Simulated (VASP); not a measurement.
# Cs (Im-3m) in VASP: a series of runs, part 3 of 7

VASP 6.6.1. Earlier steps stand in the parts before.

## 28. Equation of state, PBE, 118.80 Å³/atom

The input, INCAR:

```
ADDGRID  = False        
ALGO     = Normal         # electronic algorithm
EDIFF    = 1E-6           # SCF threshold, eV
ENCUT    = 550            # plane-wave cutoff, eV
GGA      = PE             # functional
ISIF     = 2              # what is computed and relaxed
ISMEAR   = 0              # smearing method
LASPH    = True           # aspherical terms in the spheres
LCHARG   = False          # write CHGCAR
LREAL    = False          # projectors in reciprocal space
LWAVE    = False          # write WAVECAR
NELM     = 100            # most SCF steps
PREC     = Accurate       # precision mode
SIGMA    = 0.15           # smearing width, eV
```

The input, KPOINTS:

```
k-points
0
Gamma
  5 5 5
```

The input, POSCAR:

```
Cs
1.0
   -3.0968622435      3.0968622435      3.0968622435
    3.0968622435     -3.0968622435      3.0968622435
    3.0968622435      3.0968622435     -3.0968622435
Cs
1
Direct
    0.0000000000      0.0000000000      0.0000000000
```

Started as:

```sh
$ cat potpaw_PBE.64/Cs_sv/POTCAR > POTCAR
$ mpirun -np 1 vasp_std > vasp.out
```

Wall time 10 s (1 thread of Intel Xeon Platinum 8375C at 2.90GHz (Ice Lake), shared host); peak memory 0.23 GiB.

The run converged, but some of its settings lie outside the range that counts as converged, so its numbers aren't taken as properties of the crystal.

Results:

```
Free energy            : -0.8648 eV
Pressure               : -0.1 GPa
Band gap on the k mesh : none (metal or under the smearing width)
```

## 29. Equation of state, PBE, 126.15 Å³/atom

INCAR is that of step 28.

KPOINTS is that of step 28.

The input, POSCAR:

```
Cs
1.0
   -3.1594419776      3.1594419776      3.1594419776
    3.1594419776     -3.1594419776      3.1594419776
    3.1594419776      3.1594419776     -3.1594419776
Cs
1
Direct
    0.0000000000      0.0000000000      0.0000000000
```

Started as:

```sh
$ cat potpaw_PBE.64/Cs_sv/POTCAR > POTCAR
$ mpirun -np 1 vasp_std > vasp.out
```

Wall time 11 s (1 thread of Intel Xeon Platinum 8375C at 2.90GHz (Ice Lake), shared host); peak memory 0.24 GiB.

These settings aren't checked as converged: the numbers below hold their error.

What came out:

| Property | Result |
| --- | --- |
| Free energy | -0.8604 eV |
| Pressure | -0.1 GPa |
| Band gap on the k mesh | none (metal or under the smearing width) |

## 30. Equation of state, PBE, 118.80 Å³/atom

Changes to INCAR since step 29:

```diff
@@ -3,3 +3,3 @@
 EDIFF    = 1E-6           # SCF threshold, eV
-ENCUT    = 550            # plane-wave cutoff, eV
+ENCUT    = 400            # plane-wave cutoff, eV
 GGA      = PE             # functional
```

The input, KPOINTS:

```
k-points
0
Gamma
  6 6 6
```

The input, POSCAR:

```
Cs
1.0
   -3.0968622435      3.0968622435      3.0968622435
    3.0968622435     -3.0968622435      3.0968622435
    3.0968622435      3.0968622435     -3.0968622435
Cs
1
Direct
    0.0000000000      0.0000000000      0.0000000000
```

Potentials or basis: VASP PAW PBE potentials, release 64 (Cs_sv).

Started as:

```sh
$ cat potpaw_PBE.64/Cs_sv/POTCAR > POTCAR
$ mpirun -np 1 vasp_std > vasp.out
```

Wall time 8.2 s (1 thread of Intel Xeon Platinum 8375C at 2.90GHz (Ice Lake), shared host); peak memory 0.19 GiB.

The run converged, but some of its settings lie outside the range that counts as converged, so its numbers aren't taken as properties of the crystal.

What came out:

```yaml
Free_energy: -0.8509 eV
Pressure: 0.0 GPa
Band_gap_on_the_k_mesh: none (metal or under the smearing width)
```

## 31. Equation of state, PBE, 126.15 Å³/atom

INCAR is that of step 30.

KPOINTS is that of step 30.

The input, POSCAR:

```
Cs
1.0
   -3.1594419776      3.1594419776      3.1594419776
    3.1594419776     -3.1594419776      3.1594419776
    3.1594419776      3.1594419776     -3.1594419776
Cs
1
Direct
    0.0000000000      0.0000000000      0.0000000000
```

Started as:

```sh
$ cat potpaw_PBE.64/Cs_sv/POTCAR > POTCAR
$ mpirun -np 1 vasp_std > vasp.out
```

It took 9.7 s on 1 thread of Intel Xeon Platinum 8375C at 2.90GHz (Ice Lake), shared host; peak memory 0.19 GiB.

These settings aren't checked as converged: the numbers below hold their error.

What came out:

```yaml
Free_energy: -0.8475 eV
Pressure: -0.1 GPa
Band_gap_on_the_k_mesh: none (metal or under the smearing width)
```

## 32. Equation of state, PBE, 118.80 Å³/atom

Changes to INCAR since step 31:

```diff
@@ -3,3 +3,3 @@
 EDIFF    = 1E-6           # SCF threshold, eV
-ENCUT    = 400            # plane-wave cutoff, eV
+ENCUT    = 250            # plane-wave cutoff, eV
 GGA      = PE             # functional
```

The input, KPOINTS:

```
k-points
0
Gamma
  8 8 8
```

The input, POSCAR:

```
Cs
1.0
   -3.0968622435      3.0968622435      3.0968622435
    3.0968622435     -3.0968622435      3.0968622435
    3.0968622435      3.0968622435     -3.0968622435
Cs
1
Direct
    0.0000000000      0.0000000000      0.0000000000
```

Started as:

```sh
$ cat potpaw_PBE.64/Cs_sv/POTCAR > POTCAR
$ mpirun -np 1 vasp_std > vasp.out
```

Wall time 7.4 s (1 thread of Intel Xeon Platinum 8375C at 2.90GHz (Ice Lake), shared host); peak memory 0.15 GiB.

These settings aren't checked as converged: the numbers below hold their error.

Results:

```
Free energy            : -0.8558 eV
Band gap on the k mesh : none (metal or under the smearing width)
```

Caveat: the cutoff is under 1.25 times the usual one of these potentials, so pressure, stress and relaxed cells hold a basis-set (Pulay) error.

## 33. Equation of state, PBE, 126.15 Å³/atom

INCAR is that of step 32.

KPOINTS is that of step 32.

The input, POSCAR:

```
Cs
1.0
   -3.1594419776      3.1594419776      3.1594419776
    3.1594419776     -3.1594419776      3.1594419776
    3.1594419776      3.1594419776     -3.1594419776
Cs
1
Direct
    0.0000000000      0.0000000000      0.0000000000
```

Potentials or basis: VASP PAW PBE potentials, release 64 (Cs_sv).

Started as:

```sh
$ cat potpaw_PBE.64/Cs_sv/POTCAR > POTCAR
$ mpirun -np 1 vasp_std > vasp.out
```

Run time: 6.8 s. Hardware: 1 thread of Intel Xeon Platinum 8375C at 2.90GHz (Ice Lake), shared host; peak memory 0.15 GiB.

These settings aren't checked as converged: the numbers below hold their error.

Results:

```
Free energy            : -0.8521 eV
Band gap on the k mesh : none (metal or under the smearing width)
```

Caveat: the cutoff is under 1.25 times the usual one of these potentials, so pressure, stress and relaxed cells hold a basis-set (Pulay) error.

## 34. Equation of state, PBE, 118.80 Å³/atom

Changes to INCAR since step 33:

```diff
@@ -3,3 +3,3 @@
 EDIFF    = 1E-6           # SCF threshold, eV
-ENCUT    = 250            # plane-wave cutoff, eV
+ENCUT    = 450            # plane-wave cutoff, eV
 GGA      = PE             # functional
```

The input, KPOINTS:

```
k-points
0
Gamma
  6 6 6
```

The input, POSCAR:

```
Cs
1.0
   -3.0968622435      3.0968622435      3.0968622435
    3.0968622435     -3.0968622435      3.0968622435
    3.0968622435      3.0968622435     -3.0968622435
Cs
1
Direct
    0.0000000000      0.0000000000      0.0000000000
```

Started as:

```sh
$ cat potpaw_PBE.64/Cs_sv/POTCAR > POTCAR
$ mpirun -np 1 vasp_std > vasp.out
```

It took 11 s on 1 thread of Intel Xeon Platinum 8375C at 2.90GHz (Ice Lake), shared host; peak memory 0.22 GiB.

These settings aren't checked as converged: the numbers below hold their error.

What came out:

| Property | Result |
| --- | --- |
| Free energy | -0.8510 eV |
| Pressure | 0.0 GPa |
| Band gap on the k mesh | none (metal or under the smearing width) |

## 35. Equation of state, PBE, 126.15 Å³/atom

INCAR is that of step 34.

KPOINTS is that of step 34.

The input, POSCAR:

```
Cs
1.0
   -3.1594419776      3.1594419776      3.1594419776
    3.1594419776     -3.1594419776      3.1594419776
    3.1594419776      3.1594419776     -3.1594419776
Cs
1
Direct
    0.0000000000      0.0000000000      0.0000000000
```

Started as:

```sh
$ cat potpaw_PBE.64/Cs_sv/POTCAR > POTCAR
$ mpirun -np 1 vasp_std > vasp.out
```

Run time: 13 s. Hardware: 1 thread of Intel Xeon Platinum 8375C at 2.90GHz (Ice Lake), shared host; peak memory 0.22 GiB.

The run converged, but some of its settings lie outside the range that counts as converged, so its numbers aren't taken as properties of the crystal.

What came out:

| Quantity | Value |
| --- | --- |
| Free energy | -0.8476 eV |
| Pressure | -0.1 GPa |
| Band gap on the k mesh | none (metal or under the smearing width) |

## 36. Equation of state, PBE, 118.80 Å³/atom

Changes to INCAR since step 35:

```diff
@@ -13,2 +13,2 @@
 PREC     = Accurate       # precision mode
-SIGMA    = 0.15           # smearing width, eV
+SIGMA    = 0.4            # smearing width, eV
```

KPOINTS is that of step 35.

The input, POSCAR:

```
Cs
1.0
   -3.0968622435      3.0968622435      3.0968622435
    3.0968622435     -3.0968622435      3.0968622435
    3.0968622435      3.0968622435     -3.0968622435
Cs
1
Direct
    0.0000000000      0.0000000000      0.0000000000
```

Potentials or basis: VASP PAW PBE potentials, release 64 (Cs_sv).

Started as:

```sh
$ cat potpaw_PBE.64/Cs_sv/POTCAR > POTCAR
$ mpirun -np 1 vasp_std > vasp.out
```

It took 9.6 s on 1 thread of Intel Xeon Platinum 8375C at 2.90GHz (Ice Lake), shared host; peak memory 0.22 GiB.

The run converged, but some of its settings lie outside the range that counts as converged, so its numbers aren't taken as properties of the crystal.

Results:

| Property | Result |
| --- | --- |
| Free energy | -0.8992 eV |
| Pressure | 0.0 GPa |
| Band gap on the k mesh | none (metal or under the smearing width) |

## 37. Equation of state, PBE, 126.15 Å³/atom

INCAR is that of step 36.

KPOINTS is that of step 36.

The input, POSCAR:

```
Cs
1.0
   -3.1594419776      3.1594419776      3.1594419776
    3.1594419776     -3.1594419776      3.1594419776
    3.1594419776      3.1594419776     -3.1594419776
Cs
1
Direct
    0.0000000000      0.0000000000      0.0000000000
```

Started as:

```sh
$ cat potpaw_PBE.64/Cs_sv/POTCAR > POTCAR
$ mpirun -np 1 vasp_std > vasp.out
```

It took 11 s on 1 thread of Intel Xeon Platinum 8375C at 2.90GHz (Ice Lake), shared host; peak memory 0.22 GiB.

The run converged, but some of its settings lie outside the range that counts as converged, so its numbers aren't taken as properties of the crystal.

What came out:

| Quantity | Value |
| --- | --- |
| Free energy | -0.8957 eV |
| Pressure | -0.1 GPa |
| Band gap on the k mesh | none (metal or under the smearing width) |

## 38. Equation of state, PBE, 118.80 Å³/atom

Changes to INCAR since step 37:

```diff
@@ -13,2 +13,2 @@
 PREC     = Accurate       # precision mode
-SIGMA    = 0.4            # smearing width, eV
+SIGMA    = 0.2            # smearing width, eV
```

KPOINTS is that of step 37.

The input, POSCAR:

```
Cs
1.0
   -3.0968622435      3.0968622435      3.0968622435
    3.0968622435     -3.0968622435      3.0968622435
    3.0968622435      3.0968622435     -3.0968622435
Cs
1
Direct
    0.0000000000      0.0000000000      0.0000000000
```

Started as:

```sh
$ cat potpaw_PBE.64/Cs_sv/POTCAR > POTCAR
$ mpirun -np 1 vasp_std > vasp.out
```

It took 13 s on 1 thread of Intel Xeon Platinum 8375C at 2.90GHz (Ice Lake), shared host; peak memory 0.23 GiB.

The run converged, but some of its settings lie outside the range that counts as converged, so its numbers aren't taken as properties of the crystal.

What came out:

```yaml
Free_energy: -0.8588 eV
Pressure: 0.0 GPa
Band_gap_on_the_k_mesh: none (metal or under the smearing width)
```

## 39. Equation of state, PBE, 126.15 Å³/atom

INCAR is that of step 38.

KPOINTS is that of step 38.

The input, POSCAR:

```
Cs
1.0
   -3.1594419776      3.1594419776      3.1594419776
    3.1594419776     -3.1594419776      3.1594419776
    3.1594419776      3.1594419776     -3.1594419776
Cs
1
Direct
    0.0000000000      0.0000000000      0.0000000000
```

Potentials or basis: VASP PAW PBE potentials, release 64 (Cs_sv).

Started as:

```sh
$ cat potpaw_PBE.64/Cs_sv/POTCAR > POTCAR
$ mpirun -np 1 vasp_std > vasp.out
```

Run time: 11 s. Hardware: 1 thread of Intel Xeon Platinum 8375C at 2.90GHz (Ice Lake), shared host; peak memory 0.22 GiB.

These settings aren't checked as converged: the numbers below hold their error.

What came out:

| Quantity | Value |
| --- | --- |
| Free energy | -0.8553 eV |
| Pressure | -0.1 GPa |
| Band gap on the k mesh | none (metal or under the smearing width) |

## 40. Equation of state, PBE, 118.80 Å³/atom

Changes to INCAR since step 39:

```diff
@@ -13,2 +13,2 @@
 PREC     = Accurate       # precision mode
-SIGMA    = 0.2            # smearing width, eV
+SIGMA    = 0.1            # smearing width, eV
```

KPOINTS is that of step 39.

The input, POSCAR:

```
Cs
1.0
   -3.0968622435      3.0968622435      3.0968622435
    3.0968622435     -3.0968622435      3.0968622435
    3.0968622435      3.0968622435     -3.0968622435
Cs
1
Direct
    0.0000000000      0.0000000000      0.0000000000
```

Started as:

```sh
$ cat potpaw_PBE.64/Cs_sv/POTCAR > POTCAR
$ mpirun -np 1 vasp_std > vasp.out
```

Wall time 13 s (1 thread of Intel Xeon Platinum 8375C at 2.90GHz (Ice Lake), shared host); peak memory 0.22 GiB.

These settings aren't checked as converged: the numbers below hold their error.

Results:

- Free energy: -0.8438 eV
- Pressure: 0.0 GPa
- Band gap on the k mesh: none (metal or under the smearing width)

## 41. Equation of state, PBE, 126.15 Å³/atom

INCAR is that of step 40.

KPOINTS is that of step 40.

The input, POSCAR:

```
Cs
1.0
   -3.1594419776      3.1594419776      3.1594419776
    3.1594419776     -3.1594419776      3.1594419776
    3.1594419776      3.1594419776     -3.1594419776
Cs
1
Direct
    0.0000000000      0.0000000000      0.0000000000
```

Started as:

```sh
$ cat potpaw_PBE.64/Cs_sv/POTCAR > POTCAR
$ mpirun -np 1 vasp_std > vasp.out
```

Run time: 12 s. Hardware: 1 thread of Intel Xeon Platinum 8375C at 2.90GHz (Ice Lake), shared host; peak memory 0.23 GiB.

The run converged, but some of its settings lie outside the range that counts as converged, so its numbers aren't taken as properties of the crystal.

Results:

```
Free energy            : -0.8404 eV
Pressure               : -0.1 GPa
Band gap on the k mesh : none (metal or under the smearing width)
```

## 42. Equation of state, PBE, 118.80 Å³/atom

Changes to INCAR since step 41:

```diff
@@ -13,2 +13,2 @@
 PREC     = Accurate       # precision mode
-SIGMA    = 0.1            # smearing width, eV
+SIGMA    = 0.05           # smearing width, eV
```

KPOINTS is that of step 41.

The input, POSCAR:

```
Cs
1.0
   -3.0968622435      3.0968622435      3.0968622435
    3.0968622435     -3.0968622435      3.0968622435
    3.0968622435      3.0968622435     -3.0968622435
Cs
1
Direct
    0.0000000000      0.0000000000      0.0000000000
```

Potentials or basis: VASP PAW PBE potentials, release 64 (Cs_sv).

Started as:

```sh
$ cat potpaw_PBE.64/Cs_sv/POTCAR > POTCAR
$ mpirun -np 1 vasp_std > vasp.out
```

Run time: 12 s. Hardware: 1 thread of Intel Xeon Platinum 8375C at 2.90GHz (Ice Lake), shared host; peak memory 0.22 GiB.

These settings aren't checked as converged: the numbers below hold their error.

Results:

* Free energy: -0.8370 eV
* Pressure: 0.0 GPa
* Band gap on the k mesh: none (metal or under the smearing width)

## 43. Equation of state, PBE, 126.15 Å³/atom

INCAR is that of step 42.

KPOINTS is that of step 42.

The input, POSCAR:

```
Cs
1.0
   -3.1594419776      3.1594419776      3.1594419776
    3.1594419776     -3.1594419776      3.1594419776
    3.1594419776      3.1594419776     -3.1594419776
Cs
1
Direct
    0.0000000000      0.0000000000      0.0000000000
```

Started as:

```sh
$ cat potpaw_PBE.64/Cs_sv/POTCAR > POTCAR
$ mpirun -np 1 vasp_std > vasp.out
```

It took 12 s on 1 thread of Intel Xeon Platinum 8375C at 2.90GHz (Ice Lake), shared host; peak memory 0.22 GiB.

The run converged, but some of its settings lie outside the range that counts as converged, so its numbers aren't taken as properties of the crystal.

What came out:

```yaml
Free_energy: -0.8338 eV
Pressure: -0.1 GPa
Band_gap_on_the_k_mesh: none (metal or under the smearing width)
```

## 44. Equation of state, PBE, 118.80 Å³/atom

Changes to INCAR since step 43:

```diff
@@ -13,2 +13,2 @@
 PREC     = Accurate       # precision mode
-SIGMA    = 0.05           # smearing width, eV
+SIGMA    = 0.02           # smearing width, eV
```

KPOINTS is that of step 43.

The input, POSCAR:

```
Cs
1.0
   -3.0968622435      3.0968622435      3.0968622435
    3.0968622435     -3.0968622435      3.0968622435
    3.0968622435      3.0968622435     -3.0968622435
Cs
1
Direct
    0.0000000000      0.0000000000      0.0000000000
```

Started as:

```sh
$ cat potpaw_PBE.64/Cs_sv/POTCAR > POTCAR
$ mpirun -np 1 vasp_std > vasp.out
```

Run time: 13 s. Hardware: 1 thread of Intel Xeon Platinum 8375C at 2.90GHz (Ice Lake), shared host; peak memory 0.22 GiB.

These settings aren't checked as converged: the numbers below hold their error.

Results:

```
Free energy            : -0.8330 eV
Pressure               : 0.0 GPa
Band gap on the k mesh : none (metal or under the smearing width)
```

## 45. Equation of state, PBE, 126.15 Å³/atom

INCAR is that of step 44.

KPOINTS is that of step 44.

The input, POSCAR:

```
Cs
1.0
   -3.1594419776      3.1594419776      3.1594419776
    3.1594419776     -3.1594419776      3.1594419776
    3.1594419776      3.1594419776     -3.1594419776
Cs
1
Direct
    0.0000000000      0.0000000000      0.0000000000
```

Potentials or basis: VASP PAW PBE potentials, release 64 (Cs_sv).

Started as:

```sh
$ cat potpaw_PBE.64/Cs_sv/POTCAR > POTCAR
$ mpirun -np 1 vasp_std > vasp.out
```

Run time: 13 s. Hardware: 1 thread of Intel Xeon Platinum 8375C at 2.90GHz (Ice Lake), shared host; peak memory 0.22 GiB.

These settings aren't checked as converged: the numbers below hold their error.

What came out:

| Property | Result |
| --- | --- |
| Free energy | -0.8300 eV |
| Pressure | -0.1 GPa |
| Band gap on the k mesh | none (metal or under the smearing width) |

## 46. Equation of state, PBE, 118.80 Å³/atom

Changes to INCAR since step 45:

```diff
@@ -12,3 +12,3 @@
 NELM     = 100            # most SCF steps
-PREC     = Accurate       # precision mode
-SIGMA    = 0.02           # smearing width, eV
+PREC     = Low            # precision mode
+SIGMA    = 0.15           # smearing width, eV
```

KPOINTS is that of step 45.

The input, POSCAR:

```
Cs
1.0
   -3.0968622435      3.0968622435      3.0968622435
    3.0968622435     -3.0968622435      3.0968622435
    3.0968622435      3.0968622435     -3.0968622435
Cs
1
Direct
    0.0000000000      0.0000000000      0.0000000000
```

Started as:

```sh
$ cat potpaw_PBE.64/Cs_sv/POTCAR > POTCAR
$ mpirun -np 1 vasp_std > vasp.out
```

Run time: 5 s. Hardware: 1 thread of Intel Xeon Platinum 8375C at 2.90GHz (Ice Lake), shared host; peak memory 0.12 GiB.

These settings aren't checked as converged: the numbers below hold their error.

What came out:

* Free energy: -0.8501 eV
* Pressure: 0.0 GPa
* Band gap on the k mesh: none (metal or under the smearing width)

## 47. Equation of state, PBE, 126.15 Å³/atom

INCAR is that of step 46.

KPOINTS is that of step 46.

The input, POSCAR:

```
Cs
1.0
   -3.1594419776      3.1594419776      3.1594419776
    3.1594419776     -3.1594419776      3.1594419776
    3.1594419776      3.1594419776     -3.1594419776
Cs
1
Direct
    0.0000000000      0.0000000000      0.0000000000
```

Started as:

```sh
$ cat potpaw_PBE.64/Cs_sv/POTCAR > POTCAR
$ mpirun -np 1 vasp_std > vasp.out
```

Wall time 5.3 s (1 thread of Intel Xeon Platinum 8375C at 2.90GHz (Ice Lake), shared host); peak memory 0.12 GiB.

The run converged, but some of its settings lie outside the range that counts as converged, so its numbers aren't taken as properties of the crystal.

Results:

| Quantity | Value |
| --- | --- |
| Free energy | -0.8475 eV |
| Pressure | -0.1 GPa |
| Band gap on the k mesh | none (metal or under the smearing width) |

(Part 3 of 7 ends here.)
